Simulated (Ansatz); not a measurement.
**InAs (F-43m), stationary points along a deformation path**

Computed with Ansatz, DFT r2SCAN, scalar-relativistic, plane waves, PAW. Cutoff 500 eV, Γ-centred 10×10×10 k-points, Gaussian smearing of 0.03 eV. No spin polarisation. Energies are free energies at this smearing, counted from the undisturbed cell; pressure is positive in compression.

The undisturbed cell (relaxed at this level):

```xyz
2
Lattice="0.0000 3.0551 3.0551 3.0551 0.0000 3.0551 3.0551 3.0551 0.0000" Properties=species:S:1:pos:R:3 pbc="T T T"
In    0.0000    0.0000    0.0000
As    4.5826    4.5826    4.5826
```

At fixed volume and fractional coordinates, lengths along (0.000, 0.000, 1.000) are scaled against those across it; ρ is that ratio over its starting value. V = 28.515 Å³/atom. Δσ is the stress along the axis less the mean stress across it (compression positive).

| ρ | ΔE (meV/atom) | Δσ (GPa) | space group |
| --- | --- | --- | --- |
| 0.650 | 246.1 | 7.64 | I-4m2 |
| 0.707 | 172.2 | 6.93 | I-4m2 |
| 0.780 | 98.3 | 5.69 | I-4m2 |
| 0.850 | 46.9 | 4.34 | I-4m2 |
| 0.920 | 13.7 | 2.62 | I-4m2 |
| 0.960 | 3.5 | 1.39 | I-4m2 |
| 1.000 | 0.0 | 0.00 | F-43m |
| 1.050 | 5.7 | -2.01 | I-4m2 |
| 1.100 | 22.9 | -4.28 | I-4m2 |
| 1.200 | 92.6 | -9.40 | I-4m2 |
| 1.300 | 206.6 | -14.36 | I-4m2 |
| 1.414 | 369.7 | -17.94 | I-4m2 |
| 1.500 | 488.6 | -16.18 | I-4m2 |

Question: How does the stress give the slope of the energy, and where is the energy stationary?

Answer: Along the path d ln(length) is 2/3 d ln ρ on the axis and −1/3 d ln ρ across it, so dE/d ln ρ = −(2/3) V Δσ: the energy falls with ρ where Δσ is positive. Δσ vanishes or changes sign at ρ = 1.000 (F-43m), a minimum at 0.0 meV/atom. Pairs of stationary points between two samples would go unseen, and could change a minimum read from distant neighbours into a maximum. At ρ = 1.000 the cell is cubic, where symmetry alone makes the stress isotropic and the slope zero.

Question: Which shear constant sets the curvature at ρ = 1?

Answer: For a cubic crystal E/V = (2/3) C (ln ρ)² with C = C′ = (C11 − C12)/2, so Δσ = −2C ln ρ. The parabola of Δσ against ln ρ through ρ = 0.960, 1 and 1.050 gives C ≈ 18.7 GPa with the ions clamped, rough because the steps are large.

Question: Integrate that slope from ρ = 1 to 0.850 by the trapezoid rule.

Answer: With V/N in Å³ and 1 eV/Å³ = 160.2 GPa the slopes at ρ = 1.000, 0.960, 0.920, 0.850 are 0, -165, -311, -515 meV/atom per unit of ln ρ. The steps add 3.4 + 10.1 + 32.7 = 46.2 meV/atom, against 46.9 from the energies; the trapezoid rule misses the curvature of the slope within each step.

The gap closes along the scan, which can put kinks into the curve.

Cost: 13 runs of about 8.3 core-minutes in all, on Intel Xeon Processor @ 2.50GHz (Skylake/Cascade Lake) (shared hosts).